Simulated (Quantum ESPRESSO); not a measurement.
**KBr (Fm-3m): zone-centre phonons**

Which modes does KBr (Fm-3m) have at the zone centre?

Program: Quantum ESPRESSO 7.5. Level of theory: DFT LDA, scalar-relativistic, plane waves, PseudoDojo norm-conserving pseudopotentials. Results are calculated unless marked as measured.

### Step 1. The structure

Symmetry: Fm-3m, No. 225, cubic system. The conventional cell has a = 6.600 Å, b = 6.600 Å, c = 6.600 Å, α = 90.00°, β = 90.00°, γ = 90.00°. Nearest to K lie 6 Br at 3.30 Å. Br has 6 K at 3.30 Å nearest. Farther neighbours and most contacts between anions are not listed.

Coordinates:

```cif
data_structure
_symmetry_space_group_name_H-M 'Fm-3m'
_symmetry_Int_Tables_number 225
_cell_length_a 6.6000
_cell_length_b 6.6000
_cell_length_c 6.6000
_cell_angle_alpha 90.000
_cell_angle_beta 90.000
_cell_angle_gamma 90.000
_cell_volume 287.50
loop_
_atom_site_label
_atom_site_type_symbol
_atom_site_symmetry_multiplicity
_atom_site_Wyckoff_symbol
_atom_site_fract_x
_atom_site_fract_y
_atom_site_fract_z
_atom_site_occupancy
K1 K 4 a 0.00000 0.00000 0.00000 1
Br1 Br 4 b 0.50000 0.00000 0.00000 1
```

### Step 2. A first look

Before anything dear is run, a loose run with smearing shows whether this is a metal and how far the cell is from rest.

Contents of probe.in:

```
&control
   calculation = 'scf'
   prefix = 'x'
   outdir = './tmp'
   pseudo_dir = './pseudo'
   tprnfor = .true.
   tstress = .true.
   verbosity = 'high'
/
&system
   ibrav = 0
   nat = 2
   ntyp = 2
   ecutwfc = 72.0
   occupations = 'smearing'
   smearing = 'gaussian'
   degauss = 0.01
/
&electrons
   conv_thr = 1.0d-07
   mixing_beta = 0.7
   electron_maxstep = 100
/
ATOMIC_SPECIES
 K      39.0983  K.upf
 Br     79.9040  Br.upf
CELL_PARAMETERS angstrom
     0.000000000    3.300000000    3.300000000
     3.300000000    0.000000000    3.300000000
     3.300000000    3.300000000    0.000000000
ATOMIC_POSITIONS crystal
 K      0.000000000   0.000000000   0.000000000
 Br     0.500000000   0.500000000   0.500000000
K_POINTS automatic
 6 6 6 0 0 0
```

The run is started by

```bash
OMP_NUM_THREADS=1 mpirun -n 4 pw.x -nk 4 -in probe.in > probe.out
```

What it wrote:

```text
[banners, grids, parts of the stress and lines that vanish by symmetry left out]
Program PWSCF v.7.5
     Message from routine setup:
     using ibrav=0 with symmetry is DISCOURAGED, use correct ibrav instead
[...]
kinetic-energy cutoff     =      72.0000  Ry
     charge density cutoff     =     288.0000  Ry
     scf convergence threshold =      1.0E-07
[...]
Exchange-correlation= SLA  PW   NOGX NOGC
                           (   1   4   0   0   0   0   0)
[...]
48 Sym. Ops., with inversion, found
[...]
(     0          1          0      )
                  (     0          0          1      )
[...]
( -0.0000000  1.0000000  0.0000000 )
                  ( -0.0000000  0.0000000  1.0000000 )
[...]
(     1          0         -1      )
                  (     0          0         -1      )
[...]
(    -1          1          0      )
                  (     0          1         -1      )
[...]
( -1.0000000  0.0000000 -0.0000000 )
                  ( -0.0000000  1.0000000 -0.0000000 )
[...]
number of k points=    16  Gaussian smearing, width (Ry)=  0.0100
[...]
c_bands:  1 eigenvalues not converged
[...]
End of self-consistent calculation
[...]
the Fermi energy is     2.0236 ev
!    total energy              =     -91.66357699 Ry
[...]
convergence has been achieved in   7 iterations
[...]
atom    1 type  1   force =     0.00000000    0.00000000   -0.00000000
     atom    2 type  2   force =     0.00000000    0.00000000   -0.00000000
[...]
Total force =     0.000000     Total SCF correction =     0.000000
[...]
total   stress  (Ry/bohr**3)                   (kbar)     P=      -16.62
[...]
XML data file, charge density, pseudopotentials, collected wavefunctions

   JOB DONE.
```

Wall time 8.7 s (4 MPI ranks of AMD EPYC (Zen 3), shared host); 33 s of CPU time.

This step gave:

- volume per atom: 35.94 Å³
- pressure: -1.662 GPa
- gap on the k-mesh: 4.032 eV

A gap of 4.0 eV opens on this mesh, so the crystal is taken as an insulator; the start stands at -1.7 GPa.

### Step 3. Relaxation

The relaxation runs at a cutoff a fifth above that of the response, since stress converges more slowly with the basis than frequencies do. Forces and stress are brought to rest with tight thresholds.

Contents of relax.in:

```
&control
   calculation = 'vc-relax'
   prefix = 'x'
   outdir = './tmp'
   pseudo_dir = './pseudo'
   tprnfor = .true.
   tstress = .true.
   forc_conv_thr = 2.0d-05
   etot_conv_thr = 1.0d-07
   nstep = 40
/
&system
   ibrav = 0
   nat = 2
   ntyp = 2
   ecutwfc = 86
   occupations = 'fixed'
   nbnd = 10
/
&electrons
   conv_thr = 1.0d-11
   mixing_beta = 0.7
   electron_maxstep = 100
/
&ions
/
&cell
   press_conv_thr = 0.2
/
ATOMIC_SPECIES
 K      39.0983  K.upf
 Br     79.9040  Br.upf
CELL_PARAMETERS angstrom
     0.000000000    3.300000000    3.300000000
     3.300000000    0.000000000    3.300000000
     3.300000000    3.300000000    0.000000000
ATOMIC_POSITIONS crystal
 K      0.000000000   0.000000000   0.000000000
 Br     0.500000000   0.500000000   0.500000000
K_POINTS automatic
 6 6 6 0 0 0
```

The run is started by

```bash
OMP_NUM_THREADS=1 mpirun -n 4 pw.x -nk 4 -in relax.in > relax.out
```

What it wrote:

```text
[banners, grids, parts of the stress and lines that vanish by symmetry left out]
[banner, memory and clock lines left out]
Program PWSCF v.7.5

[...]
kinetic-energy cutoff     =      86.0000  Ry
     charge density cutoff     =     344.0000  Ry
     scf convergence threshold =      1.0E-11
[...]
energy convergence thresh.=      1.0E-07
     force convergence thresh. =      2.0E-05
     press convergence thresh. =      2.0E-01
     Exchange-correlation= SLA  PW   NOGX NOGC
                           (   1   4   0   0   0   0   0)
[...]
48 Sym. Ops., with inversion, found
[...]
number of k points=    16
[...]
End of self-consistent calculation
[...]
highest occupied, lowest unoccupied level (ev):     0.8343    4.8662
!    total energy              =     -91.66359248 Ry
[...]
convergence has been achieved in   9 iterations
[...]
atom    1 type  1   force =     0.00000000   -0.00000000   -0.00000000
     atom    2 type  2   force =     0.00000000    0.00000000    0.00000000
     Total force =     0.000000     Total SCF correction =     0.000000
[...]
total   stress  (Ry/bohr**3)                   (kbar)     P=      -16.57
[...]
number of bfgs steps    =   0
[...]
CELL_PARAMETERS (angstrom)
[...]
ATOMIC_POSITIONS (crystal)
K               -0.0000000000        0.0000000000        0.0000000000
Br               0.5000000000        0.5000000000        0.5000000000
[...]
New effective cutoffs (rho, wfc):  345.83   86.46
[...]
End of self-consistent calculation
[...]
highest occupied, lowest unoccupied level (ev):     0.8923    4.9458
!    total energy              =     -91.66403901 Ry
[...]
convergence has been achieved in   7 iterations
[...]
atom    1 type  1   force =     0.00000000   -0.00000000   -0.00000000
     atom    2 type  2   force =     0.00000000    0.00000000    0.00000000
     Total force =     0.000000     Total SCF correction =     0.000000
[...]
total   stress  (Ry/bohr**3)                   (kbar)     P=      -15.58
[...]
number of bfgs steps    =   1
[...]
WARNING: bfgs curvature condition failed, Theta= 0.856
[...]
CELL_PARAMETERS (angstrom)
[...]
ATOMIC_POSITIONS (crystal)
K               -0.0000000000        0.0000000000        0.0000000000
Br               0.5000000000        0.5000000000        0.5000000000
[...]
New effective cutoffs (rho, wfc):  348.78   87.20
[...]
End of self-consistent calculation
[...]
highest occupied, lowest unoccupied level (ev):     0.9807    5.0673
!    total energy              =     -91.66465110 Ry
[...]
convergence has been achieved in   8 iterations
[...]
atom    1 type  1   force =     0.00000000    0.00000000   -0.00000000
     atom    2 type  2   force =     0.00000000    0.00000000    0.00000000
     Total force =     0.000000     Total SCF correction =     0.000000
[...]
total   stress  (Ry/bohr**3)                   (kbar)     P=      -13.99
[...]
number of bfgs steps    =   2
[...]
CELL_PARAMETERS (angstrom)
[...]
ATOMIC_POSITIONS (crystal)
[...]
New effective cutoffs (rho, wfc):  353.27   88.33
[...]
End of self-consistent calculation
[...]
atom    2 type  2   force =     0.00000000    0.00000000    0.00000000
     Total force =     0.000000     Total SCF correction =     0.000000
[...]
total   stress  (Ry/bohr**3)                   (kbar)     P=       -6.86
[...]
number of bfgs steps    =   4
[...]
CELL_PARAMETERS (angstrom)
[...]
ATOMIC_POSITIONS (crystal)
[...]
New effective cutoffs (rho, wfc):  370.53   92.64
[...]
highest occupied, lowest unoccupied level (ev):     1.6571    5.9982
!    total energy              =     -91.66665306 Ry
[...]
convergence has been achieved in   7 iterations
[...]
atom    1 type  1   force =    -0.00000000   -0.00000000    0.00000000
     atom    2 type  2   force =     0.00000000    0.00000000   -0.00000000
     Total force =     0.000000     Total SCF correction =     0.000000
[...]
total   stress  (Ry/bohr**3)                   (kbar)     P=        1.12
[...]
number of bfgs steps    =   5
[...]
CELL_PARAMETERS (angstrom)
[...]
ATOMIC_POSITIONS (crystal)
[...]
New effective cutoffs (rho, wfc):  369.08   92.28
[...]
highest occupied, lowest unoccupied level (ev):     1.6108    5.9344
!    total energy              =     -91.66666202 Ry
[...]
convergence has been achieved in   8 iterations
[...]
atom    1 type  1   force =     0.00000000   -0.00000000   -0.00000000
     atom    2 type  2   force =    -0.00000000    0.00000000   -0.00000000
     Total force =     0.000000     Total SCF correction =     0.000000
[...]
total   stress  (Ry/bohr**3)                   (kbar)     P=       -0.08
[...]
number of bfgs steps    =   6
[...]
CELL_PARAMETERS (angstrom)
[...]
ATOMIC_POSITIONS (crystal)
[...]
New effective cutoffs (rho, wfc):  369.18   92.30
[...]
End of self-consistent calculation
[...]
highest occupied, lowest unoccupied level (ev):     1.6140    5.9388
!    total energy              =     -91.66666208 Ry
[...]
convergence has been achieved in   5 iterations
[...]
atom    1 type  1   force =    -0.00000000   -0.00000000    0.00000000
     atom    2 type  2   force =     0.00000000    0.00000000    0.00000000
     Total force =     0.000000     Total SCF correction =     0.000000
[...]
total   stress  (Ry/bohr**3)                   (kbar)     P=       -0.00
[...]
bfgs converged in   8 scf cycles and   7 bfgs steps
[...]
End of BFGS Geometry Optimization
     Final enthalpy           =     -91.6666620755 Ry
     File ./tmp/x.bfgs deleted, as requested
[...]
CELL_PARAMETERS (angstrom)
[...]
ATOMIC_POSITIONS (crystal)
K               -0.0000000000        0.0000000000       -0.0000000000
Br               0.5000000000        0.5000000000        0.5000000000
[...]
Final scf calculation at the relaxed structure.
[...]
kinetic-energy cutoff     =      86.0000  Ry
     charge density cutoff     =     344.0000  Ry
     scf convergence threshold =      1.0E-13
[...]
press convergence thresh. =      2.0E-01
     Exchange-correlation= SLA  PW   NOGX NOGC
                           (   1   4   0   0   0   0   0)
[...]
48 Sym. Ops., with inversion, found
[...]
number of k points=    16
[...]
c_bands:  1 eigenvalues not converged
     c_bands:  1 eigenvalues not converged
     c_bands:  1 eigenvalues not converged
[...]
End of self-consistent calculation
[...]
highest occupied, lowest unoccupied level (ev):     1.6140    5.9388
!    total energy              =     -91.66665693 Ry
[...]
convergence has been achieved in  11 iterations
[...]
atom    1 type  1   force =     0.00000000   -0.00000000    0.00000000
     atom    2 type  2   force =     0.00000000    0.00000000   -0.00000000
     Total force =     0.000000     Total SCF correction =     0.000000
[...]
total   stress  (Ry/bohr**3)                   (kbar)     P=       -0.00
[...]
XML data file, charge density, pseudopotentials, collected wavefunctions
```

Run time: 82 s. Hardware: 4 MPI ranks.

Relaxation path:

| step | energy less that of the first step (eV) | largest force (eV/Å) | pressure (GPa) | volume (Å³) |
| --- | --- | --- | --- | --- |
| 1 | 0.0000 | 0.0000 | -1.66 | 71.87 |
| 2 | -0.0061 | 0.0000 | -1.56 | 71.27 |
| 3 | -0.0144 | 0.0000 | -1.40 | 70.37 |
| 4 | -0.0250 | 0.0000 | -1.14 | 69.03 |
| 5 | -0.0363 | 0.0000 | -0.69 | 67.05 |
| 6 | -0.0416 | 0.0000 | 0.11 | 64.26 |
| 7 | -0.0418 | 0.0000 | -0.01 | 64.64 |
| 8 | -0.0418 | 0.0000 | 0.00 | 64.61 |
| 9 | -0.0417 | 0.0000 | 0.00 | 64.61 |

| conventional cell, symmetrised | before | after | change |
| --- | --- | --- | --- |
| a (Å) | 6.600 | 6.370 | -3.5 % |
| b (Å) | 6.600 | 6.370 | -3.5 % |
| c (Å) | 6.600 | 6.370 | -3.5 % |
| volume (Å³/atom) | 35.94 | 32.31 | -10.1 % |

Final coordinates:

```cif
data_structure
_symmetry_space_group_name_H-M 'P 1'
_symmetry_Int_Tables_number 1
_cell_length_a 4.5042
_cell_length_b 4.5042
_cell_length_c 4.5042
_cell_angle_alpha 60.000
_cell_angle_beta 60.000
_cell_angle_gamma 60.000
_cell_volume 64.61
loop_
_atom_site_label
_atom_site_type_symbol
_atom_site_fract_x
_atom_site_fract_y
_atom_site_fract_z
_atom_site_occupancy
K1 K 0.00000 0.00000 0.00000 1
Br2 Br 0.50000 0.50000 0.50000 1
```

The last row of the table of steps is pw.x's closing run on a basis chosen anew for the final cell, so its energy can jump.

Numbers from this step:

```
volume per atom   : 32.31 Å³
pressure          : 0 GPa
gap on the k-mesh : 4.325 eV
```

The volume changes by -10.1 % from the cell with which this run began.

### Step 4. Self-consistent run for the response

Perturbation theory inherits every error of the wavefunctions, so the threshold is set near the limit of the arithmetic. With a gap, occupations are fixed, which also allows the response to an electric field.

Contents of scf.in:

```
&control
   calculation = 'scf'
   prefix = 'x'
   outdir = './tmp'
   pseudo_dir = './pseudo'
   tprnfor = .true.
   tstress = .true.
/
&system
   ibrav = 0
   nat = 2
   ntyp = 2
   ecutwfc = 72.0
   occupations = 'fixed'
   nbnd = 10
/
&electrons
   conv_thr = 1.0d-12
   mixing_beta = 0.7
   electron_maxstep = 100
/
ATOMIC_SPECIES
 K      39.0983  K.upf
 Br     79.9040  Br.upf
CELL_PARAMETERS angstrom
     0.000000000    3.184931693    3.184931693
     3.184931693    0.000000000    3.184931693
     3.184931693    3.184931693    0.000000000
ATOMIC_POSITIONS crystal
 K      0.000000000   0.000000000   0.000000000
 Br     0.500000000   0.500000000   0.500000000
K_POINTS automatic
 6 6 6 0 0 0
```

The run is started by

```bash
OMP_NUM_THREADS=1 mpirun -n 4 pw.x -nk 4 -in scf.in > scf.out
```

What it wrote:

```text
[banners, grids, parts of the stress and lines that vanish by symmetry left out]
[banner, memory and clock lines left out]
Program PWSCF v.7.5

[...]
kinetic-energy cutoff     =      72.0000  Ry
     charge density cutoff     =     288.0000  Ry
     scf convergence threshold =      1.0E-12
[...]
Exchange-correlation= SLA  PW   NOGX NOGC
                           (   1   4   0   0   0   0   0)
[...]
48 Sym. Ops., with inversion, found
[...]
number of k points=    16
[...]
End of self-consistent calculation
[...]
highest occupied, lowest unoccupied level (ev):     1.6140    5.9388
!    total energy              =     -91.66664128 Ry
[...]
convergence has been achieved in  10 iterations
[...]
atom    1 type  1   force =     0.00000000    0.00000000    0.00000000
     atom    2 type  2   force =     0.00000000    0.00000000    0.00000000
     Total force =     0.000000     Total SCF correction =     0.000000
[...]
total   stress  (Ry/bohr**3)                   (kbar)     P=       -0.05
[...]
XML data file, charge density, pseudopotentials, collected wavefunctions
```

The job ended after 14 s (4 MPI ranks).

Read from the output:

```
pressure : -0.005 GPa
```

The cell stands at -0.005 GPa, close enough for phonons.

(Continued in part 2 of 2.)

[Host names and launcher messages were left out of these logs when they were recorded.]

[Logs are printed without paths, hosts, clocks, repeated set-up lines and the standing remarks that a program may print on its own settings, such as how far it seeks lower states.]

[Hosts, paths, dates, database ids (printed as entryN), source tags and the programs' standing remarks are cut or masked in the printed files.]
